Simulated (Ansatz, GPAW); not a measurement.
# C2 in line between two Pd chains: relaxation, then transmission at several levels, part 3 of 4

Wanted: T(E) of C2 in line between two Pd chains at a relaxed geometry in two programs, beside the unrelaxed structure.

GPAW 26.7.0 and Ansatz 0.2.0; Ansatz plane waves; relaxation of the junction with the lead ends held; PAW set soft_1 (the session's first sound run).

So far, transmission at the Fermi level (one spin): step 3 (plane waves, PBE) 2.44.

### 4. Double-zeta polarised basis

Localised orbitals split the wire into layers that couple to their neighbours alone, which is what the Green's function method needs; double zeta with polarisation is the usual level for numbers.

This step: GPAW LCAO, PAW setups; Landauer transmission from Green's functions with principal layers (ASE), zero bias (GPAW 26.7.0).

Contents of run.py:

```python
import json
import numpy as np
from ase import Atoms
from ase.transport.calculators import TransportCalculator
from gpaw import GPAW, FermiDirac
from gpaw.lcao.tools import get_lcao_hamiltonian
from scipy.linalg import eigh

# The junction with lead layers at both ends, along the third cell vector
device = Atoms(
    ['Pd', 'Pd', 'Pd', 'Pd', 'Pd', 'Pd', 'Pd', 'Pd', 'C', 'C', 'Pd', 'Pd', 'Pd', 'Pd', 'Pd', 'Pd', 'Pd', 'Pd'],
    positions=[
        [4.50000, 4.50000, 1.25000],
        [4.50000, 4.50000, 3.75000],
        [4.50000, 4.50000, 6.25000],
        [4.50000, 4.50000, 8.75000],
        [4.50000, 4.50000, 11.25000],
        [4.50000, 4.50000, 13.75000],
        [4.46670, 4.22480, 16.32736],
        [4.59131, 5.09627, 18.77448],
        [4.52085, 4.60353, 20.59936],
        [4.48250, 4.39210, 21.86792],
        [4.36861, 3.90028, 23.69001],
        [4.56822, 4.76796, 26.13247],
        [4.50000, 4.50000, 28.70700],
        [4.50000, 4.50000, 31.20700],
        [4.50000, 4.50000, 33.70700],
        [4.50000, 4.50000, 36.20700],
        [4.50000, 4.50000, 38.70700],
        [4.50000, 4.50000, 41.20700]],
    cell=[[9.0, 0.0, 0.0], [0.0, 9.0, 0.0], [0.0, 0.0, 42.457]],
    pbc=True)

# One principal layer of the lead: the first 5 atoms of the device
lead = Atoms(
    ['Pd', 'Pd', 'Pd', 'Pd', 'Pd'],
    positions=[
        [4.50000, 4.50000, 1.25000],
        [4.50000, 4.50000, 3.75000],
        [4.50000, 4.50000, 6.25000],
        [4.50000, 4.50000, 8.75000],
        [4.50000, 4.50000, 11.25000]],
    cell=[[9.0, 0.0, 0.0], [0.0, 9.0, 0.0], [0.0, 0.0, 12.5]],
    pbc=True)

settings = dict(mode='lcao', basis='dzp', xc='PBE', h=0.2,
                occupations=FermiDirac(0.1), maxiter=250,
                mixer=dict(beta=0.1, nmaxold=8, weight=100.0),
                convergence=dict(density=0.0001))
energies = np.arange(-2, 2 + 1e-9, 0.025)
eta = 0.0001
n1, n2 = 1, 1
# k and -k transmit alike, so half of the mesh across the current serves
mesh = [(i, j) for i in range(n1) for j in range(n2) if (i, j) <= (-i % n1, -j % n2)]
weights = np.array([1 if (i, j) == (-i % n1, -j % n2) else 2 for i, j in mesh]) / (n1 * n2)

# [... helper functions left out ...]
fermi_lead = ground_state(lead, (1, 1, 9), 'lead.txt')
fermi_device = ground_state(device, (1, 1, 2), 'device.txt')
# [... loop over the mesh left out, but for ...]
        # Shift the lead onto the potential of the device's first layer
        shift = ((H[:, 0, 0] - H0[:, 0, 0]) / S0[0, 0]).real.mean()
# [...]
kT = 8.617333e-5 * 300
bias = [0.1, 0.2, 0.5, 1.0, 1.5, 2.0]
# [... integrals and printing left out ...]
```

Started as:

```
$ OMP_NUM_THREADS=1 OPENBLAS_NUM_THREADS=1 python run.py
```

Numbers of over 12 decimals in the logs are rounded to 6 here.

What it wrote:

```text
basis functions: device 458, principal layer 135
Fermi level: lead -4.0202 eV, device -4.1107 eV; lead shifted by -0.0010 eV
largest coupling past the next layer 1.07e-04 eV, largest misfit of the first layer 0.044 eV
  E-E_F (eV)   T (one spin)  channels
    -2.000    1.0298e+00    3.0000
    -1.975    1.0311e+00    3.0000
    -1.950    1.0373e+00    3.0000
    -1.925    1.0476e+00    3.0000
    -1.900    1.0606e+00    3.0000
    -1.875    1.0784e+00    3.0000
    -1.850    1.0988e+00    3.0000
    -1.825    1.1222e+00    3.0000
    -1.800    1.1487e+00    3.0000
    -1.775    1.1783e+00    3.0000
    -1.750    1.2109e+00    3.0000
    -1.725    1.2465e+00    3.0000
    -1.700    1.2849e+00    3.0000
    -1.675    1.3259e+00    3.0000
    -1.650    1.3691e+00    3.0000
    -1.625    1.4138e+00    3.0000
[...]
1.825    6.8287e-02    1.0000
     1.850    6.8497e-02    1.0000
     1.875    6.8737e-02    1.0000
     1.900    6.9005e-02    1.0000
     1.925    6.9301e-02    1.0000
     1.950    6.9625e-02    1.0000
     1.975    6.9976e-02    1.0000
     2.000    7.0354e-02    1.0000
conductance at 300 K: 2.3085 G0 a cell; thermopower 25.28 uV/K
current from the zero-bias T(E) at 0.1 V: 17.562 uA
current from the zero-bias T(E) at 0.2 V: 33.324 uA
current from the zero-bias T(E) at 0.5 V: 67.499 uA
current from the zero-bias T(E) at 1.0 V: 103.51 uA
current from the zero-bias T(E) at 1.5 V: 136.25 uA
current from the zero-bias T(E) at 2.0 V: 158.62 uA
```

Elapsed: 6.7 min, on 1 thread of Arm Neoverse V2, shared host; peak memory 1.7 GiB.

Numbers from this step:

```yaml
conductance: 2.308 G₀
largest_coupling_past_the_next_principal_layer: 1.07e-4 eV
largest_misfit_of_the_first_principal_layer: 0.04375 eV
shift_that_aligns_the_lead: -9.75e-4 eV
basis_functions_of_the_junction: 458
basis_functions_of_a_principal_layer: 135
transmission_at_the_fermi_level_one_spin: 2.429
```

One spin. The transmission, zone mean by energy, zero at the Fermi level:

| energy (eV) | transmission, zone mean |
| --- | --- |
| -2.000 | 1.03 |
| -1.900 | 1.06 |
| -1.800 | 1.15 |
| -1.700 | 1.28 |
| -1.600 | 1.46 |
| -1.500 | 1.63 |
| -1.400 | 1.73 |
| -1.375 | 1.74 |
| -1.300 | 1.69 |
| -1.200 | 1.45 |
| -1.100 | 1.02 |
| -1.000 | 0.586 |
| -0.900 | 0.575 |
| -0.800 | 1.78 |
| -0.775 | 1.85 |
| -0.700 | 1.69 |
| -0.600 | 1.33 |
| -0.500 | 1.96 |
| -0.400 | 1.61 |
| -0.300 | 1.75 |
| -0.200 | 2.32 |
| -0.100 | 2.74 |
| 0.000 | 2.43 |
| 0.100 | 1.04 |
| 0.200 | 0.382 |
| 0.300 | 0.291 |
| 0.400 | 0.226 |
| 0.500 | 0.181 |
| 0.600 | 0.149 |
| 0.700 | 0.126 |
| 0.800 | 0.109 |
| 0.900 | 0.0962 |
| 1.000 | 0.0871 |
| 1.100 | 0.0805 |
| 1.200 | 0.0757 |
| 1.300 | 0.0723 |
| 1.400 | 0.0700 |
| 1.500 | 0.0686 |
| 1.600 | 0.0678 |
| 1.700 | 0.0677 |
| 1.800 | 0.0681 |
| 1.900 | 0.0690 |
| 2.000 | 0.0704 |

Crossings of the lead's bands, unfolded to its shortest repeat. Open channels, zone mean against energy, zero at the Fermi level:

energy (eV), open channels, zone mean and a bar from the least value:
```
   -2.000       3.00 ###############
   -1.900       3.00 ###############
   -1.800       3.00 ###############
   -1.700       3.00 ###############
   -1.600       3.00 ###############
   -1.500       3.00 ###############
   -1.400       3.00 ###############
   -1.300       3.00 ###############
   -1.200       3.00 ###############
   -1.100       3.00 ###############
   -1.000       5.00 ##############################
   -0.900       5.00 ##############################
   -0.800       5.00 ##############################
   -0.700       5.00 ##############################
   -0.600       5.00 ##############################
   -0.500       5.00 ##############################
   -0.400       4.00 ######################
   -0.300       4.00 ######################
   -0.200       4.00 ######################
   -0.100       4.00 ######################
    0.000       4.00 ######################
    0.100       4.00 ######################
    0.200       1.00 
    0.300       1.00 
    0.400       1.00 
    0.500       1.00 
    0.600       1.00 
    0.700       1.00 
    0.800       1.00 
    0.900       1.00 
    1.000       1.00 
    1.100       1.00 
    1.200       1.00 
    1.300       1.00 
    1.400       1.00 
    1.500       1.00 
    1.600       1.00 
    1.700       1.00 
    1.800       1.00 
    1.900       1.00 
    2.000       1.00
```

Not self-consistent under bias; the bias window is split evenly. Table of current through one cell, from the zero-bias transmission by bias:

| bias (V) | current through one cell, from the zero-bias transmission (μA) |
| --- | --- |
| 0.100 | 17.6 |
| 0.200 | 33.3 |
| 0.500 | 67.5 |
| 1.000 | 104 |
| 1.500 | 136 |
| 2.000 | 159 |

Transmission of the three most open eigenchannels against energy, zero at the Fermi level:

| energy (eV) | channel 1 | channel 2 | channel 3 |
| --- | --- | --- | --- |
| -2.000 | 0.793 | 0.231 | 0.00580 |
| -1.900 | 0.828 | 0.220 | 0.0123 |
| -1.800 | 0.866 | 0.257 | 0.0256 |
| -1.700 | 0.901 | 0.334 | 0.0499 |
| -1.600 | 0.928 | 0.444 | 0.0872 |
| -1.500 | 0.943 | 0.558 | 0.130 |
| -1.400 | 0.943 | 0.624 | 0.164 |
| -1.300 | 0.926 | 0.590 | 0.174 |
| -1.200 | 0.881 | 0.414 | 0.151 |
| -1.100 | 0.779 | 0.152 | 0.0842 |
| -1.000 | 0.563 | 0.0149 | 0.00743 |
| -0.900 | 0.416 | 0.130 | 0.0280 |
| -0.800 | 0.800 | 0.714 | 0.270 |
| -0.700 | 0.789 | 0.715 | 0.190 |
| -0.600 | 0.721 | 0.448 | 0.166 |
| -0.500 | 0.794 | 0.771 | 0.400 |
| -0.400 | 0.993 | 0.450 | 0.164 |
| -0.300 | 0.730 | 0.697 | 0.327 |
| -0.200 | 0.865 | 0.849 | 0.607 |
| -0.100 | 0.984 | 0.923 | 0.831 |
| 0.000 | 0.937 | 0.882 | 0.609 |
| 0.100 | 0.412 | 0.350 | 0.283 |
| 0.200 | 0.382 | 2.5e-7 | 1.4e-11 |
| 0.300 | 0.291 | 2.5e-7 | 0 |
| 0.400 | 0.226 | 2.5e-7 | 0 |
| 0.500 | 0.181 | 2.6e-7 | 0 |
| 0.600 | 0.149 | 2.6e-7 | 0 |
| 0.700 | 0.126 | 2.7e-7 | 0 |
| 0.800 | 0.109 | 2.7e-7 | 0 |
| 0.900 | 0.0962 | 2.7e-7 | 0 |
| 1.000 | 0.0871 | 2.8e-7 | 0 |
| 1.100 | 0.0805 | 2.8e-7 | 0 |
| 1.200 | 0.0757 | 2.9e-7 | 0 |
| 1.300 | 0.0723 | 2.9e-7 | 0 |
| 1.400 | 0.0700 | 2.9e-7 | 0 |
| 1.500 | 0.0686 | 3.0e-7 | 0 |
| 1.600 | 0.0678 | 3.0e-7 | 0 |
| 1.700 | 0.0677 | 3.1e-7 | 0 |
| 1.800 | 0.0681 | 3.1e-7 | 0 |
| 1.900 | 0.0690 | 3.2e-7 | 0 |
| 2.000 | 0.0704 | 3.2e-7 | 0 |

At the Fermi level T is 2.43 against 2.44 in plane waves. Couplings past the next layer reach 1.1e-4 eV, small enough to drop; the matrix elements of the cell's first layer differ from the bulk lead's by up to 0.044 eV. That layer keeps its own values in the calculation, and only beyond it is the lead taken as perfect. The Fermi levels of lead and junction count from different zeros of potential, one for each periodic cell; with both set to zero, the small remaining shift is what aligns them. By hand: G = 2.308 × 77.48 μS = 179 μS, a resistance of 5.59 kΩ; at 0.1 V a linear junction would pass 17.9 μA, and the integral over the bias window gives 17.6 μA.

### 5. GPAW, szp: basis = "szp(dzp)"

The second zeta is dropped, the polarisation orbitals stay.

Edit run.py of step 4 so:

```diff
@@ -45,3 +45,3 @@
 
-settings = dict(mode='lcao', basis='dzp', xc='PBE', h=0.2,
+settings = dict(mode='lcao', basis='szp(dzp)', xc='PBE', h=0.2,
                 occupations=FermiDirac(0.1), maxiter=250,
```

What it wrote:

```text
basis functions: device 258, principal layer 75
Fermi level: lead -4.1832 eV, device -4.3409 eV; lead shifted by -0.0007 eV
largest coupling past the next layer 1.09e-04 eV, largest misfit of the first layer 0.066 eV
  E-E_F (eV)   T (one spin)  [channel counts left out]
    -2.000    6.7163e-01
    -1.975    6.8601e-01
    -1.950    7.0262e-01
[...]
1.975    6.1461e-02
     2.000    6.1766e-02
conductance at 300 K: 1.792 G0 a cell; thermopower 51.57 uV/K
current from the zero-bias T(E) at 0.1 V: 13.609 uA
current from the zero-bias T(E) at 0.2 V: 26.081 uA
current from the zero-bias T(E) at 0.5 V: 55.084 uA
current from the zero-bias T(E) at 1.0 V: 88.56 uA
current from the zero-bias T(E) at 1.5 V: 111.41 uA
current from the zero-bias T(E) at 2.0 V: 138.55 uA
```

Elapsed: 4 min, on 1 thread; peak memory 1.6 GiB.

Numbers from this step:

```
conductance                                    : 1.792 G₀
largest coupling past the next principal layer : 1.09e-4 eV
largest misfit of the first principal layer    : 0.06640 eV
shift that aligns the lead                     : -7.18e-4 eV
basis functions of the junction                : 258
basis functions of a principal layer           : 75
transmission at the Fermi level (one spin)     : 1.979
```

The conductance, 1.79 G₀, lies 22 % below that of the dzp run.

### 6. Minimal basis

One function for each valence shell of the setup, as for a first survey of a large system.

Edit run.py of step 5 so:

```diff
@@ -45,3 +45,3 @@
 
-settings = dict(mode='lcao', basis='szp(dzp)', xc='PBE', h=0.2,
+settings = dict(mode='lcao', basis='sz(dzp)', xc='PBE', h=0.2,
                 occupations=FermiDirac(0.1), maxiter=250,
```

What it wrote:

```text
basis functions: device 200, principal layer 60
Fermi level: lead -4.1979 eV, device -4.3671 eV; lead shifted by 0.0000 eV
largest coupling past the next layer 1.09e-04 eV, largest misfit of the first layer 0.035 eV
  E-E_F (eV)   T (one spin)  channels
    -2.000    8.2014e-01    3.0000
    -1.975    8.3399e-01    3.0000
    -1.950    8.5056e-01    3.0000
[...]
1.975    6.2565e-02    1.0000
     2.000    6.2957e-02    1.0000
conductance at 300 K: 1.7389 G0 a cell; thermopower 40.82 uV/K
current from the zero-bias T(E) at 0.1 V: 13.314 uA
current from the zero-bias T(E) at 0.2 V: 25.982 uA
current from the zero-bias T(E) at 0.5 V: 58.646 uA
current from the zero-bias T(E) at 1.0 V: 96.049 uA
current from the zero-bias T(E) at 1.5 V: 123.03 uA
current from the zero-bias T(E) at 2.0 V: 152.9 uA
```

It took 3 min on 1 thread; peak memory 1.6 GiB.

Numbers from this step:

```yaml
conductance: 1.739 G₀
largest_misfit_of_the_first_principal_layer: 0.03495 eV
shift_that_aligns_the_lead: 1.42e-5 eV
basis_functions_of_the_junction: 200
basis_functions_of_a_principal_layer: 60
transmission_at_the_fermi_level_one_spin: 1.840
```

The conductance, 1.74 G₀, lies 25 % below that of the dzp run.

### 7. RPBE in the dzp basis: xc = "RPBE"

Back in the dzp basis, the functional changes from PBE to RPBE, to set the spread between functionals beside that between bases.

Edit run.py of step 6 so:

```diff
@@ -45,3 +45,3 @@
 
-settings = dict(mode='lcao', basis='sz(dzp)', xc='PBE', h=0.2,
+settings = dict(mode='lcao', basis='dzp', xc='RPBE', h=0.2,
                 occupations=FermiDirac(0.1), maxiter=250,
```

What it wrote:

```text
basis functions: device 458, principal layer 135
Fermi level: lead -3.8685 eV, device -3.9613 eV; lead shifted by -0.0014 eV
largest coupling past the next layer 1.02e-04 eV, largest misfit of the first layer 0.050 eV
  E-E_F (eV)   T (one spin)  [channel counts left out]
    -2.000    1.0025e+00
    -1.975    1.0053e+00
    -1.950    1.0127e+00
[...]
1.975    7.4002e-02
     2.000    7.4393e-02
conductance at 300 K: 2.3073 G0 a cell; thermopower 26.98 uV/K
current from the zero-bias T(E) at 0.1 V: 17.537 uA
current from the zero-bias T(E) at 0.2 V: 33.221 uA
current from the zero-bias T(E) at 0.5 V: 67.347 uA
current from the zero-bias T(E) at 1.0 V: 103.32 uA
current from the zero-bias T(E) at 1.5 V: 135.55 uA
current from the zero-bias T(E) at 2.0 V: 159.48 uA
```

It took 7.3 min on 1 thread; peak memory 1.7 GiB.

Numbers from this step:

```
conductance                                    : 2.307 G₀
largest coupling past the next principal layer : 1.02e-4 eV
largest misfit of the first principal layer    : 0.04988 eV
shift that aligns the lead                     : -0.001361 eV
basis functions of the junction                : 458
basis functions of a principal layer           : 135
transmission at the Fermi level (one spin)     : 2.436
```

One spin. Table of transmission, zone mean by energy, zero at the Fermi level:

energy (eV), transmission, zone mean and a bar:
```
   -2.000       1.00 ##########
   -1.800       1.13 ############
   -1.600       1.45 ###############
   -1.400       1.73 ##################
   -1.375       1.73 ##################
   -1.200       1.39 ###############
   -1.000       0.56 #####
   -0.800       1.82 ###################
   -0.775       1.84 ####################
   -0.600       1.30 ##############
   -0.525       1.87 ####################
   -0.400       1.64 #################
   -0.200       2.30 #########################
   -0.100       2.77 ##############################
    0.000       2.44 ##########################
    0.200       0.40 ####
    0.400       0.24 ##
    0.600       0.16 #
    0.800       0.12 
    1.000       0.09 
    1.200       0.08 
    1.400       0.07 
    1.600       0.07 
    1.800       0.07 
    2.000       0.07
```

The conductance equals that of the dzp run to 0.2 %.

### 8. Without the relaxation: geometry = "as built"

The dzp basis with PBE on the structure as first built shows what the relaxation was worth.

Edit run.py of step 7 so:

```diff
@@ -18,8 +18,8 @@
         [4.50000, 4.50000, 13.75000],
-        [4.46670, 4.22480, 16.32736],
-        [4.59131, 5.09627, 18.77448],
-        [4.52085, 4.60353, 20.59936],
-        [4.48250, 4.39210, 21.86792],
-        [4.36861, 3.90028, 23.69001],
-        [4.56822, 4.76796, 26.13247],
+        [4.50000, 4.50000, 16.25000],
+        [4.50000, 4.50000, 18.75000],
+        [4.50000, 4.50000, 20.60850],
+        [4.50000, 4.50000, 21.84850],
+        [4.50000, 4.50000, 23.70700],
+        [4.50000, 4.50000, 26.20700],
         [4.50000, 4.50000, 28.70700],
@@ -45,3 +45,3 @@
 
-settings = dict(mode='lcao', basis='dzp', xc='RPBE', h=0.2,
+settings = dict(mode='lcao', basis='dzp', xc='PBE', h=0.2,
                 occupations=FermiDirac(0.1), maxiter=250,
```

What it wrote:

```text
basis functions: device 458, principal layer 135
Fermi level: lead -4.0202 eV, device -4.1319 eV; lead shifted by 0.0001 eV
largest coupling past the next layer 1.07e-04 eV, largest misfit of the first layer 0.043 eV
  E-E_F (eV)   T (one spin)  [channel counts left out]
    -2.000    1.6484e+00
    -1.975    1.6852e+00
    -1.950    1.7169e+00
[...]
1.975    3.2938e-02
     2.000    3.2621e-02
conductance at 300 K: 2.8292 G0 a cell; thermopower 4.56 uV/K
current from the zero-bias T(E) at 0.1 V: 21.749 uA
current from the zero-bias T(E) at 0.2 V: 42.103 uA
current from the zero-bias T(E) at 0.5 V: 88.034 uA
current from the zero-bias T(E) at 1.0 V: 145.29 uA
current from the zero-bias T(E) at 1.5 V: 185.18 uA
current from the zero-bias T(E) at 2.0 V: 213.71 uA
```

The job ended after 5.2 min (1 thread; peak memory 1.7 GiB).

Numbers from this step:

```yaml
conductance: 2.829 G₀
largest_coupling_past_the_next_principal_layer: 1.07e-4 eV
largest_misfit_of_the_first_principal_layer: 0.04254 eV
shift_that_aligns_the_lead: 5.39e-5 eV
transmission_at_the_fermi_level_one_spin: 2.867
```

One spin. The transmission, zone mean by energy, zero at the Fermi level:

| energy (eV) | transmission, zone mean |
| --- | --- |
| -2.000 | 1.65 |
| -1.900 | 1.77 |
| -1.800 | 1.80 |
| -1.700 | 1.77 |
| -1.600 | 1.70 |
| -1.500 | 1.60 |
| -1.400 | 1.49 |
| -1.300 | 1.39 |
| -1.200 | 1.31 |
| -1.100 | 1.28 |
| -1.000 | 1.28 |
| -0.900 | 1.35 |
| -0.800 | 1.47 |
| -0.700 | 1.67 |
| -0.600 | 1.96 |
| -0.500 | 2.37 |
| -0.400 | 2.47 |
| -0.300 | 2.60 |
| -0.200 | 2.74 |
| -0.100 | 2.84 |
| 0.000 | 2.87 |
| 0.100 | 2.73 |
| 0.200 | 0.918 |
| 0.300 | 0.618 |
| 0.400 | 0.357 |
| 0.500 | 0.217 |
| 0.600 | 0.147 |
| 0.700 | 0.109 |
| 0.800 | 0.0867 |
| 0.900 | 0.0725 |
| 1.000 | 0.0629 |
| 1.100 | 0.0560 |
| 1.200 | 0.0509 |
| 1.300 | 0.0470 |
| 1.400 | 0.0438 |
| 1.500 | 0.0412 |
| 1.600 | 0.0390 |
| 1.700 | 0.0371 |
| 1.800 | 0.0354 |
| 1.900 | 0.0339 |
| 2.000 | 0.0326 |

The conductance, 2.83 G₀, lies 23 % above that of the dzp run.

### 9. Cost and result by level

Times are wall times on the hardware named with each run. The series side by side:

| no. | run | conductance (G₀) | time | memory (GiB) |
| --- | --- | --- | --- | --- |
| 1 | pw PBE | 2.353 | 2.1 min | 5.2 |
| 2 | dzp | 2.308 | 6.7 min | 1.7 |
| 3 | szp | 1.792 | 4 min | 1.6 |
| 4 | sz | 1.739 | 3 min | 1.6 |
| 5 | dzp RPBE | 2.307 | 7.3 min | 1.7 |
| 6 | asbuilt | 2.829 | 5.2 min | 1.7 |

(Part 3 of 4 ends here.)

[Logs are printed without paths, hosts, clocks, repeated set-up lines and the standing remarks that a program may print on its own settings, such as how far it seeks lower states.]

[Hosts, paths, dates, database ids (printed as entryN), source tags and the programs' standing remarks are cut or masked in the printed files.]
